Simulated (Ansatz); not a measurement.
A calculation with Ansatz 0.2.0 of MnS (native input, structure typed inline):

Contents of input.yaml:

```yaml
crystal:
  lattice:
    - [0.0, 2.4734634191, 2.4734634191]
    - [2.4734634191, 0.0, 2.4734634191]
    - [2.4734634191, 2.4734634191, 0.0]
  atoms:
    - { symbol: Mn, position: [0.0, 0.0, 0.0], spin: 1.64 }
    - { symbol: S, position: [0.75, 0.75, 0.75] }
hamiltonian:
  xc: pbesol
  pseudopotentials: { kind: paw }
  dispersion: d3bj
magnetization:
  spin_polarized: true
kpoints:
  mp_grid: { grid: [9, 9, 9] }
scf:
  occupations: { method: methfessel_paxton, width: 0.1 }
output:
  forces: true
  stress: true
  eigenvalues: true
  write_density: true
  write_potential: true
  elf: true
  volumetric_format: npy
```

Potentials or basis: Ansatz PAW.

Command:

```sh
$ ansatz run input.yaml --threads 2 --pin off --max-ram 5120MiB --backend cpu --events-out ev --progress --plain --runs-dir out
```

The cell is a database's computed one.

Problem. Write the same calculation in another form: ASE script, structure from a POSCAR.

Solution. As run:

Contents of run.py:

```python
import json

import ase.io
import numpy as np
from ase.calculators.calculator import CalculationFailed, Calculator
from ase.stress import full_3x3_to_voigt_6_stress
from ase.units import GPa

import ansatz as az

class AnsatzCalculator(Calculator):
    implemented_properties = ["energy", "free_energy", "forces", "stress", "magmom"]

    def calculate(self, atoms, properties, system_changes):
        super().calculate(atoms, properties, system_changes)
        structure = atoms.copy()
        structure.set_constraint()
        structure.set_momenta(None)
        structure.set_masses(None)
        outcome = (
            az.Crystal.from_ase(structure)
            .calculation()
            .basis(xc_grid=2)
            .kpoints(9, 9, 9)
            .functional("pbesol", dispersion="d3bj")
            .pseudopotentials(kind="paw")
            .spin("collinear")
            .scf(tolerance=2e-10)
            .occupations(method="methfessel_paxton", width=0.1)
            .forces()
            .stress()
            .run(threads=2)
        )
        if not outcome.report["converged"]:
            raise CalculationFailed("SCF not converged")
        report = outcome.report
        self.results = {
            "free_energy": report["lagrangian_ev"],
            "energy": report["lagrangian_ev"],
            "forces": np.array(report["forces_ev_ang"]),
            "stress": -GPa * full_3x3_to_voigt_6_stress(report["stress_gpa"]),
            "magmom": report["magnetization_mub"],
        }

np.set_printoptions(precision=5, suppress=True, linewidth=110)
atoms = ase.io.read("POSCAR", format="vasp")
atoms.set_initial_magnetic_moments([1.64, 0.0])
atoms.calc = AnsatzCalculator()
print(f"free energy {atoms.get_potential_energy():.6f} eV")
print("forces (eV/A)", atoms.get_forces(), sep="\n")
print("stress (GPa, Voigt, tension positive)", atoms.get_stress() / GPa, sep="\n")
print(f"moment {atoms.get_magnetic_moment():.4f} muB")
```

The input POSCAR:

```
MnS
1.0
    0.0000000000      2.4734634191      2.4734634191
    2.4734634191      0.0000000000      2.4734634191
    2.4734634191      2.4734634191      0.0000000000
Mn S
1 1
Direct
    0.0000000000      0.0000000000      0.0000000000
    0.7500000000      0.7500000000      0.7500000000
```

Potentials or basis: Ansatz PAW.

Command:

```bash
$ python run.py
```

Both were run:

|  | native input, structure typed inline | ASE script, structure from a POSCAR |
| --- | --- | --- |
| Pressure | -7.5 GPa | -7.5 GPa |
| Net moment | 0.26 μB per cell | 0.26 μB per cell |
| Absolute moment | 0.28 μB per cell | 0.28 μB per cell |
| Site moments | Mn +0.23; S -0.00 μB | Mn +0.23; S -0.00 μB |

Keys that steer only the numerical path or the files written may differ.
